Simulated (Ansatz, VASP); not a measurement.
# ZnS (Wurtzite-2H): VASP beside Ansatz, part 2 of 2

Wanted: the spread between two codes on one cell, functional and k mesh. The cell is taken from a series of runs on this material, whose earlier steps may have relaxed, scaled, displaced or heated it; both programs get it as it stands.

VASP 6.6.1 and Ansatz 0.2.0.

So far: The starting structure; VASP: relaxation of cell and atoms, r2SCAN.

### Step 3. Ansatz: relaxation of cell and atoms, r2SCAN

Level of this step: Ansatz beside VASP: Kohn-Sham DFT, plane waves, r2SCAN (Ansatz).

Ansatz runs on its default PAW (the set named soft_2) files.

The same cell, functional, mesh and smearing now go to Ansatz, which takes its cutoff from its data sets.

input.yaml

```yaml
crystal:
  lattice:
    - [3.811, 0.0, 0.0]
    - [-1.9055, 3.3004228138, 0.0]
    - [0.0, 0.0, 6.234]
  atoms:
    - { symbol: Zn, position: [0.3333333333, 0.6666666667, 0.0] }
    - { symbol: Zn, position: [0.6666666667, 0.3333333333, 0.5] }
    - { symbol: S, position: [0.3333333333, 0.6666666667, 0.385] }
    - { symbol: S, position: [0.6666666667, 0.3333333333, 0.885] }
kpoints:
  mp_grid: { grid: [9, 9, 4] }
hamiltonian:
  xc: r2scan
scf:
  occupations: { method: gaussian, width: 0.02 }
output:
  forces: true
  stress: true
  eigenvalues: true
  write_density: true
  write_potential: true
  elf: true
  volumetric_format: npy
relax:
  adjacent_minimum: "off"
  f_tol: 0.005
  max_steps: 60
  cell: { stress_tol: 0.03 }
```

The run is started by

```
$ ansatz run input.yaml --threads 4 --pin off --max-ram 8192MiB --backend cpu --events-out ev --progress --plain --runs-dir out
```

Numbers of over 12 decimals in the logs are rounded to 6 here.

Log:

```text
Engine: ansatz 0.2.0, aarch64-unknown-linux-gnu
Pseudopotentials: kind: paw
Pseudopotential: Zn, paw, valence charge 12, recommended cutoff 500 eV (meta_gga), Zn.paw.azcp
Pseudopotential: S, paw, valence charge 6, recommended cutoff 500 eV (meta_gga), S.paw.azcp
Functional definition: r2SCAN
  parameter k0 = 0.174
  parameter k1 = 0.065
  parameter a1 = 4.9479
  exchange = r2scan_x(k0 = k0, k1 = k1, a1 = a1)
  correlation = r2scan_c
Crystal: 4 atoms, lattice volume = 78.411 Å³
Basis set: ecut = 500 eV, 1973 PW (Γ), exchange–correlation on 120×120×192 points (64 copies of the dense FFT grid, shifted against one another)
Bands: 22, of which v1, the nominal top of the filled ones, is band 18 counted from 1 (17 counted from 0)
Symmetry: 12 space group operations
Space group: P63mc (ITA 186), of the structure as read, at distance tolerance 4.3e-5 Å
k-points: 36 of 324 (time reversal used)
Non-local potential: Zn, projectors of the file, l = 0: 2, l = 1: 2, l = 2: 3, l = 3: 1
Non-local potential: S, projectors of the file, l = 0: 2, l = 1: 2, l = 2: 2
PAW form: soft (Blöchl's): semilocal exchange-correlation on the pseudo side does not see the compensation charge
PAW frozen core: Zn, regenerated for the run's functional (the file was generated under x = pbe(κ = 0.804, μ = 0.219515), c = pbe(β = 0.066725))
PAW frozen core: S, regenerated for the run's functional (the file was generated under x = pbe(κ = 0.804, μ = 0.219515), c = pbe(β = 0.066725))
PAW one-centre angular grid: Zn, 590 points (default); XC on 261 of its mesh's 2673 points in the sphere
PAW one-centre angular grid: S, 302 points (default); XC on 160 Gauss nodes
Initial density: superposition of atomic densities (neutral atoms: chi_scale 0, normalization atom), corrected by the library's trained network
Initial wavefunctions: pseudopotential atomic-orbital guess
Functional: x = r2scan, c = r2scan; τ floored in thin density (d = 2e-4 eV/Å³)
SCF iter   1: F=—  HF=-8466.872363 eV  |F-HF|=—  |Δ(HF+E_count)|=         —  Δρ=1.55e-2  dr2=9.32e-2  dr2_τ=1.35e-2  ethr=1.77e-3  ⟨swp⟩=6.3  Hψ=3912  notcnv=0
preconditioner: auto → Resta (q_TF=auto, 2.396 Å⁻¹)  ε∞=5.8  [insulator: Δε(μ)=2.790 eV  Ē_g=11.457 eV  σ=0.020 eV  W_gap=1.00  n_scr=22 (ndim 8)  ℏωp=25.2 eV  f_vac=0.039  D(μ)=0.00/eV (n_scr^D=0)  ε∞_Penn≈5.8]
SCF iter   2: F=—  HF=-8466.872884 eV  |F-HF|=—  |Δ(HF+E_count)|=   5.21e-4  Δρ=2.41e-3  dr2=2.76e-3  dr2_τ=5.25e-4  ethr=2.59e-4  ⟨swp⟩=2.3  Hψ=1823  notcnv=0
SCF iter   3: F=—  HF=-8466.869604 eV  |F-HF|=—  |Δ(HF+E_count)|=   3.28e-3  Δρ=3.27e-3  dr2=3.89e-3  dr2_τ=2.85e-5  ethr=7.66e-6  ⟨swp⟩=2.0  Hψ=1512  notcnv=0
SCF iter   4: F=—  HF=-8466.869308 eV  |F-HF|=—  |Δ(HF+E_count)|=   2.96e-4  Δρ=6.86e-4  dr2=1.96e-4  dr2_τ=7.05e-6  ethr=7.66e-6  ⟨swp⟩=2.8  Hψ=1398  notcnv=0
SCF iter   5: F=—  HF=-8466.869343 eV  |F-HF|=—  |Δ(HF+E_count)|=   3.56e-5  Δρ=1.59e-4  dr2=1.53e-5  dr2_τ=4.83e-7  ethr=5.46e-7  ⟨swp⟩=2.0  Hψ=1438  notcnv=0
SCF iter   6: F=—  HF=-8466.869350 eV  |F-HF|=—  |Δ(HF+E_count)|=   7.30e-6  Δρ=4.23e-5  dr2=8.98e-7  dr2_τ=5.06e-9  ethr=4.26e-8  ⟨swp⟩=2.0  Hψ=1440  notcnv=0
SCF iter   7: F=-8466.869351 eV  HF=-8466.869351 eV  |F-HF|=1.03e-8  |Δ(HF+E_count)|=   4.04e-7  Δρ=5.44e-6  dr2=2.46e-8  dr2_τ=5.30e-10  ethr=2.78e-10  ⟨swp⟩=9.9  Hψ=6780  notcnv=0
SCF 1 converged in 7 iterations: F = -8466.869351 eV  dr2 = 2.46e-8
  greatest PAW one-centre occupation: 0.983 electrons in one spin orbital (limit 2), on the Zn atom at site 1 (counted from 0), in its partial waves of l = 2
relax step   1: F+E_penalty+E_count = -8466.86935084 eV  Δ(F+E_penalty+E_count) = +0.000e0 eV  max|allowed force component| = 3.168e-1 eV/Å  Δτ_max = 0.0000 Å  P = +0.116 GPa  Ω = 78.411 Å³  (7 SCF iters, dr2 threshold 1.00e-7 eV, accepted)
[...]
relax step   3: F+E_penalty+E_count = -8466.88946836 eV  Δ(F+E_penalty+E_count) = -8.974e-3 eV  max|allowed force component| = 6.684e-2 eV/Å  Δτ_max = 0.0247 Å  P = +0.296 GPa  Ω = 78.062 Å³  energy of the carried Pulay correction = +7.989e-5 eV  (6 SCF iters, dr2 threshold 4.00e-7 eV, accepted)
[...]
relax step   4: F+E_penalty+E_count = -8466.89073421 eV  Δ(F+E_penalty+E_count) = -1.266e-3 eV  max|allowed force component| = 1.039e-4 eV/Å  Δτ_max = 0.0030 Å  P = -0.025 GPa  Ω = 78.372 Å³  energy of the carried Pulay correction = +8.943e-6 eV  (5 SCF iters, dr2 threshold 4.00e-7 eV, accepted)
[...]
relax step   5: F+E_penalty+E_count = -8466.89074254 eV  Δ(F+E_penalty+E_count) = -8.332e-6 eV  max|allowed force component| = 3.720e-5 eV/Å  Δτ_max = 0.0001 Å  P = +0.000 GPa  Ω = 78.346 Å³  energy of the carried Pulay correction = +1.477e-5 eV  (5 SCF iters, dr2 threshold 2.81e-9 eV, accepted)
[...]
relax step   6: F+E_penalty+E_count = -8466.89073010 eV  Δ(F+E_penalty+E_count) = +1.244e-5 eV  max|allowed force component| = 3.008e-5 eV/Å  Δτ_max = 0.0000 Å  P = +0.000 GPa  Ω = 78.346 Å³  stress off target by 3.22e-4 GPa  SCF on the basis re-selected at this cell (its energy is not comparable with the rows above)  (6 SCF iters)
basis re-selected at this cell: Δ(F+E_penalty+E_count) = +1.244e-5 eV, ΔP = -0.000 GPa vs the last step (what re-selecting the basis moved, of the pressure what is left beyond the Pulay correction that the steps carried, after the strain that the cell walked since its last selection, with what the two solves' SCF thresholds leave and, on support functions, any second-order correction that the steps lacked; it is no m [...]
SCF converged after 6 iterations
Free energy (F): -8466.890730 eV
Harris-Foulkes:  -8466.890730 eV  (|F-HF|=1.82e-12)
Internal energy: -8466.890730 eV  (E = F + TS)
E sigma→0 (E₀):  -8466.890730 eV
Fermi energy:    7.011587 eV
--- Per-component energies (eV) ---
  E_band       = -2.567327
  E_kinetic    = 475.162546
  E_local      = -4089.881781  (includes V_loc(G=0)·N_el)
  E_nonlocal   = 1293.315071
  E_hartree    = 1716.416643
  E_xc         = -431.583571
  E_vxc        = -296.453447  (∫ρ·V_xc dr)
  E_paw        = -4919.932880  (= ΣΔE_a)
  E_vpaw       = -832.202192  (= ΣTr[D̂ρ^β])
  E_aug_tail   = -0.000121  (compensation charges beyond the density's cutoff)
  E_vtau       = 14.659420  (kinetic-family band-sum trace: ∫τ·v_τ [+ j·A + Jᵃ·Aᵃ] dr)
  E_ewald      = -2509.801866
  E_core_change = -0.584771  (= ΣΔE_core)
  E_smearing   = -0.000000  (= −TS)
  E_closure    = 0.000000  (closes the sum)
  Σ components = -8466.890730   (vs F -8466.890730, Δ=0.00e0)
--- Forces (eV/Å), atoms counted from 1 ---
  atom   1  Zn    -0.00000000     0.00000000    -0.00003412
  atom   2  Zn     0.00000000    -0.00000000    -0.00003412
  atom   3  S      0.00000000     0.00000000     0.00002603
  atom   4  S     -0.00000000    -0.00000000     0.00002603
  max |Σ_I F_I| component: 1.62e-5 eV/Å
--- Stress (GPa, compression-positive) ---
        0.000242       0.000000      -0.000000
        0.000000       0.000242       0.000000
       -0.000000       0.000000      -0.000322
  P = ⅓ Tr σ = 0.0001 GPa (0.001 kbar)
--- Band table (eV; the first three rows and the last of 36) ---
  k-point 0: bands = [... 14 lower, 4.7012, 5.5371, 5.6225, 5.6225, 8.4005, 9.2331, 12.3953, 12.3953]
  k-point 1: bands = [... 14 lower, 4.8266, 4.8266, 5.4768, 5.4768, 9.2717, 9.3937, 12.3535, 12.4867]
  k-point 2: bands = [... 14 lower, 5.1416, 5.1416, 5.1416, 5.1416, 9.7229, 9.7229, 12.8498, 12.8498]
  k-point 35: bands = [... 14 lower, 2.4890, 2.4890, 4.2199, 4.2199, 10.6020, 10.6020, 12.3064, 12.3064]
--- Relaxed structure (5 steps of the walk, 5 accepted, 1 SCFs on fresh bases) ---
  F+E_penalty+E_count = -8466.89073010 eV   max|allowed force component| = 3.008e-5 eV/Å   (the final SCF, on the basis selected at the relaxed cell)
  cell:  # Å, volume = 78.3461 Å³
    - [3.805996, 0.0, 0]
    - [-1.902998, 3.296089, 0]
    - [0, 0, 6.245258]
  atoms:
    - { symbol: Zn, position: [0.333333, 0.666667, 0.00538162] }
    - { symbol: Zn, position: [0.666667, 0.333333, 0.505382] }
    - { symbol: S, position: [0.333333, 0.666667, 0.379618] }
    - { symbol: S, position: [0.666667, 0.333333, 0.879618] }
```

### Step 4. Side by side

Known differences besides the potentials themselves: VASP keeps PBE cores, Ansatz makes them for the functional; the cutoff is 500 eV in Ansatz and 550 eV in VASP; Ansatz adds a Pulay correction to the stress that steers its cell, VASP none. Total energies have different zeros and are not compared.

Compared:

| quantity | Ansatz | VASP | difference |
| --- | --- | --- | --- |
| volume (Å³) | 78.35 | 78.39 | -0.06 % |
| edge a after relaxation, in the typed setting (Å) | 3.806 | 3.806 | -0.01 % |
| edge c after relaxation, in the typed setting (Å) | 6.245 | 6.248 | -0.04 % |

### Step 5. Results

```
difference in volume (relaxation of cell and atoms, r2SCAN) : -0.062 %
```

The difference in volume is -0.062 % (relaxation of cell and atoms, r2SCAN), within the 1.2 % picked in this series as the mark of a large difference, as far as the stopping tolerances let one tell. 1 further run of this series is not shown here. How closely two codes agree says nothing of how well the functional describes the real material.

[Lines on the potential files, build, host, timing and source positions are cut from VASP's logs without a mark.]

[Logs are printed without paths, hosts, clocks, repeated set-up lines and the standing remarks that a program may print on its own settings, such as how far it seeks lower states.]

[Hosts, paths, dates, database ids (printed as entryN), source tags and the programs' standing remarks are cut or masked in the printed files.]
